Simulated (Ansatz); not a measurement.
**O on Pb(111): change of the work function**

Aim: the work function of Pb(111) at several coverages of O (hcp site), and the dipole that each adsorbate carries.

Method: plane-wave DFT, PBE, Ansatz PAW, in Ansatz 0.2.0.

### Step 1. Set-up

The cell holds 4 atoms: 4 Pb. Its edges and angles: a = 3.500 Å, b = 3.500 Å, c = 26.574 Å, α = 90.0°, β = 90.0°, γ = 60.0°. Vacuum lies along c.

### Step 2. The clean slab

The bare slab comes first, as the zero from which every change is counted. The two lowest layers are held at bulk places and the upper ones relax. The dipole correction removes the false field that a one-sided slab makes across the periodic vacuum, so each face gets a flat vacuum level of its own.

Contents of input.yaml:

```yaml
crystal:
  lattice:
    - [3.5001785669, 0.0, 0.0]
    - [1.7500892834, 3.0312435567, 0.0]
    - [0.0, 0.0, 26.5736514975]
  atoms:
    - { symbol: Pb, position: [0.0, 0.0, 0.3386813438] }
    - { symbol: Pb, position: [0.3333333333, 0.3333333333, 0.4462271146] }
    - { symbol: Pb, position: [0.6666666667, 0.6666666667, 0.5537728854] }
    - { symbol: Pb, position: [0.0, 0.0, 0.6613186562] }
kpoints:
  mp_grid: { grid: [10, 10, 1] }
hamiltonian:
  xc: pbe
scf:
  occupations: { method: fermi_dirac, width: 0.1 }
  convergence: { dr2_threshold: 1.0e-08 }
efield:
  axis: 3
  dipole_correction: true
  ramp_position: 0.97
  ramp_width: 0.06
relax:
  f_tol: 0.02
  max_steps: 60
  constraints: [{ sites: [0, 1] }]
output:
  write_potential: true
  write_density: true
  volumetric_format: npy
```

Command:

```console
> ansatz run input.yaml --threads 4 --pin off --max-ram 6144MiB --backend cpu --events-out ev --progress --plain --runs-dir out
```

Numbers of over 12 decimals in the logs are rounded to 6 here.

What it wrote:

```text
Engine: ansatz 0.2.0, aarch64-unknown-linux-gnu
Pseudopotentials: kind: paw
Pseudopotential: Pb, paw, valence charge 14, recommended cutoff 420 eV (normal), Pb.paw.azcp
Functional definition: PBE
  parameter kappa = 0.804
  parameter beta = 0.066725
  exchange = pbe_x(kappa = kappa, mu = beta*pi^2/3)
  correlation = pbe_c(beta = beta)
Crystal: 4 atoms, lattice volume = 281.944 Å³
Basis set: ecut = 420 eV, 5471 PW (Γ), exchange–correlation on 48×48×360 points (8 copies of the dense FFT grid, shifted against one another)
Bands: 34, of which v1, the nominal top of the filled ones, is band 28 counted from 1 (27 counted from 0)
Symmetry: 6 space group operations
k-points: 14 of 100 (time reversal used)
Non-local potential: Pb, projectors of the file, l = 0: 2, l = 1: 2, l = 2: 2, l = 3: 2
PAW form: soft (Blöchl's): semilocal exchange-correlation on the pseudo side does not see the compensation charge
PAW one-centre angular grid: Pb, 590 points (default); XC on 64 Gauss nodes
Initial density: superposition of atomic densities (neutral atoms: chi_scale 0, normalization atom), corrected by the library's trained network
Initial wavefunctions: pseudopotential atomic-orbital guess
Functional: x = pbe(κ = 0.804, μ = 0.219515), c = pbe(β = 0.066725)
SCF iter   1: F=—  HF=-47625.331061 eV  |F-HF|=—  |Δ(HF+E_count)|=         —  Δρ=8.70e-4  dr2=1.64e-2  ethr=1.77e-3  p=0.000 e·Å  D=7.27e-14 V/Å  ΔV_dip=-0.00 eV  dr2_dipole=1.42e-8  V_vac-E_F(+/−)=3.69/3.69 eV  ⟨swp⟩=8.6  Hψ=2271  notcnv=0
efield: sawtooth ramp at fractional position 0.9700 (set: `efield.ramp_position`, or a place that a band, a saddle search or an elastic batch's reference lends), width 0.0600; the density the first Hamiltonian is built on has a dipole p = 0.000 e·Å; the dipole correction subtracts the counter field D = 7.27e-14 V/Å, which shifts the + side's vacuum level by -0.00 eV against the − side's; the planar-averaged density in the ramp window peaks in size at 1.4e-5 e/Å³
preconditioner: auto → LDOS  [metal: Δε(μ)=0.119 eV  Ē_g=15.837 eV  σ=0.100 eV  W_gap=0.29  n_scr=22 (ndim 8)  ℏωp=16.5 eV  f_vac=0.523  D(μ)=2.04/eV (n_scr^D=8)  β→1.0]
SCF iter   2: F=—  HF=-47625.332287 eV  |F-HF|=—  |Δ(HF+E_count)|=   1.23e-3  Δρ=6.22e-4  dr2=3.26e-3  ethr=2.93e-5  p=0.000 e·Å  D=2.41e-5 V/Å  ΔV_dip=-0.00 eV  dr2_dipole=1.57e-8  V_vac-E_F(+/−)=3.71/3.71 eV  ⟨swp⟩=2.4  Hψ=1031  notcnv=0  defer=2
SCF iter   3: F=—  HF=-47625.331963 eV  |F-HF|=—  |Δ(HF+E_count)|=   3.24e-4  Δρ=3.15e-4  dr2=1.03e-3  ethr=5.82e-6  p=0.000 e·Å  D=4.07e-6 V/Å  ΔV_dip=-0.00 eV  dr2_dipole=1.54e-10  V_vac-E_F(+/−)=3.73/3.73 eV  ⟨swp⟩=2.0  Hψ=881  notcnv=0  defer=2
SCF iter   4: F=—  HF=-47625.331832 eV  |F-HF|=—  |Δ(HF+E_count)|=   1.31e-4  Δρ=9.47e-5  dr2=9.45e-5  ethr=1.84e-6  p=-0.000 e·Å  D=-1.24e-6 V/Å  ΔV_dip=0.00 eV  dr2_dipole=4.55e-11  V_vac-E_F(+/−)=3.73/3.73 eV  ⟨swp⟩=2.5  Hψ=868  notcnv=0  defer=2
SCF iter   5: F=—  HF=-47625.331809 eV  |F-HF|=—  |Δ(HF+E_count)|=   2.28e-5  Δρ=2.05e-5  dr2=3.50e-6  ethr=1.69e-7  p=-0.000 e·Å  D=-6.22e-7 V/Å  ΔV_dip=0.00 eV  dr2_dipole=4.54e-12  V_vac-E_F(+/−)=3.73/3.73 eV  ⟨swp⟩=2.6  Hψ=882  notcnv=0  defer=2
SCF iter   6: F=—  HF=-47625.331849 eV  |F-HF|=—  |Δ(HF+E_count)|=   3.98e-5  Δρ=3.00e-6  dr2=6.08e-8  ethr=6.25e-9  p=-0.000 e·Å  D=-2.85e-7 V/Å  ΔV_dip=0.00 eV  dr2_dipole=2.04e-13  V_vac-E_F(+/−)=3.73/3.73 eV  ⟨swp⟩=2.5  Hψ=900  notcnv=0  defer=2
SCF iter   7: F=-47625.331849 eV  HF=-47625.331849 eV  |F-HF|=3.24e-9  |Δ(HF+E_count)|=   1.63e-8  Δρ=1.16e-6  dr2=8.88e-9  ethr=1.79e-11  p=-0.000 e·Å  D=-2.10e-8 V/Å  ΔV_dip=0.00 eV  dr2_dipole=3.24e-13  V_vac-E_F(+/−)=3.73/3.73 eV  ⟨swp⟩=9.6  Hψ=3433  notcnv=0
SCF 1 converged in 7 iterations: F = -47625.331849 eV  dr2 = 8.88e-9
  greatest PAW one-centre occupation: 0.978 electrons in one spin orbital (limit 2), on the Pb atom at site 0 (counted from 0), in its partial waves of l = 2
relax step   1: F+E_penalty+E_count = -47625.33184911 eV  Δ(F+E_penalty+E_count) = +0.000e0 eV  max|allowed force component| = 2.121e-1 eV/Å  Δτ_max = 0.0000 Å  (7 SCF iters, accepted)
Initial density: handed on by an earlier stage of this run
Initial wavefunctions: those handed on with the density
iter 1 solved again at ethr=2.50e-5 eV; its pass at ethr=3.10e-3 eV (dr2=1.40e-2 eV) is discarded
SCF iter   1: F=—  HF=-47625.345133 eV  |F-HF|=—  |Δ(HF+E_count)|=         —  Δρ=1.02e-3  dr2=1.46e-2  ethr=2.50e-5  p=-0.000 e·Å  D=-2.10e-8 V/Å  ΔV_dip=0.00 eV  dr2_dipole=3.12e-3  V_vac-E_F(+/−)=3.74/3.74 eV  ⟨swp⟩=2.0  Hψ=1967  notcnv=0  defer=2
efield: sawtooth ramp at fractional position 0.9700 (set: `efield.ramp_position`, or a place that a band, a saddle search or an elastic batch's reference lends), width 0.0600; the density the first Hamiltonian is built on has a dipole p = -0.000 e·Å; the dipole correction subtracts the counter field D = -2.10e-8 V/Å, which shifts the + side's vacuum level by +0.00 eV against the − side's; the planar-averaged density in the ramp window peaks in size at 1.5e-7 e/Å³
preconditioner: auto → LDOS  [metal: Δε(μ)=0.103 eV  Ē_g=15.822 eV  σ=0.100 eV  W_gap=0.25  n_scr=22 (ndim 8)  ℏωp=16.5 eV  f_vac=0.520  D(μ)=2.01/eV (n_scr^D=8)  β→1.0]
SCF iter   2: F=—  HF=-47625.344271 eV  |F-HF|=—  |Δ(HF+E_count)|=   8.62e-4  Δρ=3.24e-4  dr2=6.60e-4  ethr=2.50e-5  p=-0.002 e·Å  D=-1.22e-3 V/Å  ΔV_dip=0.03 eV  dr2_dipole=3.41e-6  V_vac-E_F(+/−)=3.78/3.75 eV  ⟨swp⟩=1.7  Hψ=500  notcnv=0  defer=2
SCF iter   3: F=—  HF=-47625.344238 eV  |F-HF|=—  |Δ(HF+E_count)|=   3.35e-5  Δρ=2.00e-4  dr2=2.55e-4  ethr=1.18e-6  p=-0.000 e·Å  D=-1.01e-4 V/Å  ΔV_dip=0.00 eV  dr2_dipole=1.45e-7  V_vac-E_F(+/−)=3.74/3.74 eV  ⟨swp⟩=2.0  Hψ=884  notcnv=0  defer=2
SCF iter   4: F=—  HF=-47625.344196 eV  |F-HF|=—  |Δ(HF+E_count)|=   4.19e-5  Δρ=4.18e-5  dr2=9.73e-6  ethr=4.55e-7  p=-0.000 e·Å  D=-1.35e-4 V/Å  ΔV_dip=0.00 eV  dr2_dipole=3.46e-7  V_vac-E_F(+/−)=3.74/3.74 eV  ⟨swp⟩=2.9  Hψ=865  notcnv=0  defer=2
SCF iter   5: F=—  HF=-47625.344205 eV  |F-HF|=—  |Δ(HF+E_count)|=   9.77e-6  Δρ=1.18e-5  dr2=1.44e-6  ethr=1.74e-8  p=-0.000 e·Å  D=-1.40e-4 V/Å  ΔV_dip=0.00 eV  dr2_dipole=3.16e-7  V_vac-E_F(+/−)=3.74/3.74 eV  ⟨swp⟩=2.4  Hψ=876  notcnv=0  defer=2
SCF iter   6: F=—  HF=-47625.344206 eV  |F-HF|=—  |Δ(HF+E_count)|=   4.80e-8  Δρ=2.47e-6  dr2=2.53e-8  ethr=2.57e-9  p=-0.000 e·Å  D=-1.50e-4 V/Å  ΔV_dip=0.00 eV  dr2_dipole=4.85e-9  V_vac-E_F(+/−)=3.74/3.74 eV  ⟨swp⟩=2.8  Hψ=881  notcnv=0  defer=2
SCF iter   7: F=-47625.344206 eV  HF=-47625.344206 eV  |F-HF|=1.17e-9  |Δ(HF+E_count)|=   2.26e-8  Δρ=7.53e-7  dr2=1.84e-9  ethr=1.79e-11  p=-0.000 e·Å  D=-1.47e-4 V/Å  ΔV_dip=0.00 eV  dr2_dipole=4.14e-11  V_vac-E_F(+/−)=3.74/3.74 eV  ⟨swp⟩=9.2  Hψ=3222  notcnv=0
SCF 2 converged in 7 iterations: F = -47625.344206 eV  dr2 = 1.84e-9
relax step   2: F+E_penalty+E_count = -47625.34420552 eV  Δ(F+E_penalty+E_count) = -1.236e-2 eV  max|allowed force component| = 4.831e-2 eV/Å  Δτ_max = 0.1179 Å  (7 SCF iters, accepted)
SCF iter   1: F=—  HF=-47625.344908 eV  |F-HF|=—  |Δ(HF+E_count)|=         —  Δρ=2.70e-4  dr2=1.17e-3  ethr=1.70e-5  p=-0.000 e·Å  D=-1.47e-4 V/Å  ΔV_dip=0.00 eV  dr2_dipole=2.49e-4  V_vac-E_F(+/−)=3.75/3.74 eV  ⟨swp⟩=4.1  Hψ=1311  notcnv=0  defer=6
efield: sawtooth ramp at fractional position 0.9700 (set: `efield.ramp_position`, or a place that a band, a saddle search or an elastic batch's reference lends), width 0.0600; the density the first Hamiltonian is built on has a dipole p = -0.000 e·Å; the dipole correction subtracts the counter field D = -1.47e-4 V/Å, which shifts the + side's vacuum level by +0.00 eV against the − side's; the planar-averaged density in the ramp window peaks in size at 2.6e-7 e/Å³
preconditioner: auto → LDOS  [metal: Δε(μ)=0.098 eV  Ē_g=15.823 eV  σ=0.100 eV  W_gap=0.23  n_scr=22 (ndim 8)  ℏωp=16.5 eV  f_vac=0.520  D(μ)=2.02/eV (n_scr^D=8)  β→1.0]
SCF iter   2: F=—  HF=-47625.344825 eV  |F-HF|=—  |Δ(HF+E_count)|=   8.32e-5  Δρ=8.11e-5  dr2=6.01e-5  ethr=2.09e-6  p=-0.001 e·Å  D=-4.39e-4 V/Å  ΔV_dip=0.01 eV  dr2_dipole=4.56e-6  V_vac-E_F(+/−)=3.76/3.75 eV  ⟨swp⟩=1.1  Hψ=589  notcnv=0  defer=6
SCF iter   3: F=—  HF=-47625.344812 eV  |F-HF|=—  |Δ(HF+E_count)|=   1.27e-5  Δρ=5.07e-5  dr2=1.84e-5  ethr=1.07e-7  p=-0.000 e·Å  D=-2.84e-4 V/Å  ΔV_dip=0.01 eV  dr2_dipole=5.71e-7  V_vac-E_F(+/−)=3.75/3.74 eV  ⟨swp⟩=2.1  Hψ=867  notcnv=0  defer=6
SCF iter   4: F=—  HF=-47625.344812 eV  |F-HF|=—  |Δ(HF+E_count)|=   6.62e-7  Δρ=9.05e-6  dr2=4.56e-7  ethr=3.29e-8  p=-0.000 e·Å  D=-2.68e-4 V/Å  ΔV_dip=0.01 eV  dr2_dipole=4.60e-9  V_vac-E_F(+/−)=3.75/3.74 eV  ⟨swp⟩=2.9  Hψ=901  notcnv=0  defer=6
SCF iter   5: F=—  HF=-47625.344845 eV  |F-HF|=—  |Δ(HF+E_count)|=   3.36e-5  Δρ=2.92e-6  dr2=1.04e-7  ethr=8.14e-10  p=-0.000 e·Å  D=-2.61e-4 V/Å  ΔV_dip=0.01 eV  dr2_dipole=2.91e-9  V_vac-E_F(+/−)=3.75/3.74 eV  ⟨swp⟩=2.4  Hψ=844  notcnv=0  defer=6
SCF iter   6: F=-47625.344845 eV  HF=-47625.344845 eV  |F-HF|=4.99e-9  |Δ(HF+E_count)|=   1.06e-8  Δρ=7.91e-7  dr2=5.77e-9  ethr=1.79e-11  p=-0.000 e·Å  D=-2.62e-4 V/Å  ΔV_dip=0.01 eV  dr2_dipole=2.52e-9  V_vac-E_F(+/−)=3.75/3.74 eV  ⟨swp⟩=7.5  Hψ=3446  notcnv=0
SCF 3 converged in 6 iterations: F = -47625.344845 eV  dr2 = 5.77e-9
relax step   3: F+E_penalty+E_count = -47625.34484536 eV  Δ(F+E_penalty+E_count) = -6.398e-4 eV  max|allowed force component| = 2.338e-3 eV/Å  Δτ_max = 0.0337 Å  (6 SCF iters, accepted)
NSCF: frozen V_eff on 14 k-points
the band table was solved once a step of the walk had ended and its energy, with any forces and stress, was formed, with the checks that follow a solve (2393 applications of the Hamiltonian). They found nothing against the state; the energy, forces and stress were not computed again (output.eigenvalues in the input reference)
SCF converged after 6 iterations
Free energy (F): -47625.344845 eV
Harris-Foulkes:  -47625.344845 eV  (|F-HF|=4.99e-9)
Internal energy: -47625.277923 eV  (E = F + TS)
E sigma→0 (E₀):  -47625.311384 eV
Entropy (-TS):   -0.066922 eV (-16.731 meV/atom)
Fermi energy:    2.587128 eV
Dipole field:    D = -0.000205 V/Å  (p = -0.000320 e·Å, saw-weighted, corrected)
Work function:   Φ+ = 3.7480 eV   Φ− = 3.7425 eV
Levels:          The Fermi level and band energies are counted from a zero that moves with the ramp; work functions are not
--- Per-component energies (eV) ---
  E_band       = -612.771676
  E_kinetic    = 1153.761525
  E_local      = -42978.286906  (includes V_loc(G=0)·N_el)
  E_nonlocal   = 1398.045628
  E_hartree    = 20840.284920
  E_xc         = -881.871544
  E_vxc        = -528.228469  (∫ρ·V_xc dr)
  E_paw        = -41622.020397  (= ΣΔE_a)
  E_vpaw       = -1338.634688  (= ΣTr[D̂ρ^β])
  E_aug_tail   = 0.000190  (compensation charges beyond the density's cutoff)
  E_efield     = 0.000000  (sawtooth field / dipole correction)
  E_vefield    = 0.000747  (∫n·V_field dr)
  E_ewald      = 14464.808660
  E_smearing   = -0.066922  (= −TS)
  E_closure    = -0.000000  (closes the sum)
  Σ components = -47625.344845   (vs F -47625.344845, Δ=0.00e0)
--- Forces (eV/Å), atoms counted from 1 ---
  atom   1  Pb     0.00000000     0.00000000     0.05936292
  atom   2  Pb    -0.00000000    -0.00000000    -0.05972112
  atom   3  Pb     0.00000000     0.00000000    -0.00197815
  atom   4  Pb    -0.00000000    -0.00000000     0.00233790
  max |Σ_I F_I| component: 1.55e-6 eV/Å
--- Band table (eV; the first three rows and the last of 14) ---
  k-point 0: bands = [... 24 lower, -0.8127, 0.9855, 3.4973, 5.4484, 6.0932, 6.9429, 7.0331, 8.4707, ... 2 higher]
  k-point 1: bands = [... 24 lower, -0.6240, 1.1464, 3.6061, 5.5626, 6.2350, 6.7214, 6.9377, 7.1555, ... 2 higher]
  k-point 2: bands = [... 24 lower, -0.0786, 1.5782, 3.5012, 4.2729, 4.6354, 5.4527, 5.9466, 6.4260, ... 2 higher]
  k-point 13: bands = [... 24 lower, 0.2061, 0.2748, 0.7641, 1.1084, 1.1951, 1.8852, 2.5053, 2.8581, ... 2 higher]
--- Relaxed structure (3 steps of the walk, 3 accepted, 0 SCFs on fresh bases) ---
  F+E_penalty+E_count = -47625.34484536 eV   max|allowed force component| = 2.338e-3 eV/Å
  atoms:
    - { symbol: Pb, position: [0.0, 0.0, 0.3386813438] }
    - { symbol: Pb, position: [0.333333, 0.333333, 0.4462271146] }
    - { symbol: Pb, position: [0.666667, 0.666667, 0.559476] }
    - { symbol: Pb, position: [0, 0, 0.665402] }
```

The job ended after 6.5 s (4 threads of Arm Neoverse V2, shared host; peak memory 0.65 GiB).

The steps of the relaxation:

```
step  energy less that of the first step (eV)  largest force component (eV/Å)
   1                                   0.0000                          0.2121
   2                                  -0.0124                          0.0483
   3                                  -0.0130                          0.0023
```

The run keeps the 6 symmetry operations that it works with, so distortions that break them were not tested.

The atoms that moved most (Å):

```
atom     dx     dy     dz  length
 Pb3  0.000  0.000  0.152   0.152
 Pb4  0.000  0.000  0.109   0.109
```

Final coordinates:

```xyz
4
Lattice="3.5002 0.0000 0.0000 1.7501 3.0312 0.0000 0.0000 0.0000 26.5737" Properties=species:S:1:pos:R:3
Pb    0.0000    0.0000    9.0000
Pb    1.7501    1.0104   11.8579
Pb    3.5002    2.0208   14.8673
Pb    0.0000    0.0000   17.6822
```

This step gave:

```yaml
energy_at_zero_smearing: -47625.3114 eV
work_function_upper_face: 3.748 eV
dipole_along_the_normal: -3.20e-4 e·Å
```

Running mean over 2.858 Å of the planar mean; the ramp of the sawtooth is left out. Table of electron's electrostatic potential energy less the Fermi level by z:

```
z (Å)  electron's electrostatic potential energy less the Fermi level (eV)
  3.5                                                                 3.74
  4.0                                                                 3.74
  4.5                                                                 3.74
  5.0                                                                 3.73
  5.5                                                                 3.70
  6.0                                                                 3.59
  6.5                                                                 3.24
  7.0                                                                 1.92
  7.5                                                               -0.569
  8.0                                                                -3.19
  8.5                                                                -4.90
  9.0                                                                -5.37
  9.5                                                                -5.45
 10.0                                                                -5.47
 10.5                                                                -5.49
 11.0                                                                -5.49
 11.5                                                                -5.48
 12.0                                                                -5.42
 12.5                                                                -5.17
 13.0                                                                -4.76
 13.5                                                                -4.71
 14.0                                                                -4.95
 14.5                                                                -5.36
 15.0                                                                -5.49
 15.5                                                                -5.61
 16.0                                                                -5.71
 16.5                                                                -5.71
 17.0                                                                -5.60
 17.5                                                                -5.45
 18.0                                                                -5.16
 18.5                                                                -3.98
 19.0                                                                -1.54
 19.5                                                                 1.10
 20.0                                                                 2.93
 20.5                                                                 3.51
 21.0                                                                 3.68
 21.5                                                                 3.73
 22.0                                                                 3.74
 22.5                                                                 3.75
 23.0                                                                 3.75
```

The relaxation took 3 steps and lowered the energy by 0.013 eV; the largest force on the free atoms ends at 0.0023 eV/Å.

The work function of the upper face is 3.75 eV.

(Continued in part 2 of 5.)

[Logs are printed without paths, hosts, clocks, repeated set-up lines and the standing remarks that a program may print on its own settings, such as how far it seeks lower states.]

[Hosts, paths, dates, database ids (printed as entryN), source tags and the programs' standing remarks are cut or masked in the printed files.]

[Maps of the electrostatic potential energy from Ansatz leave out the sawtooth potential of an applied field or a dipole correction, so their vacuum need not be flat; planar profiles and work functions include it.]
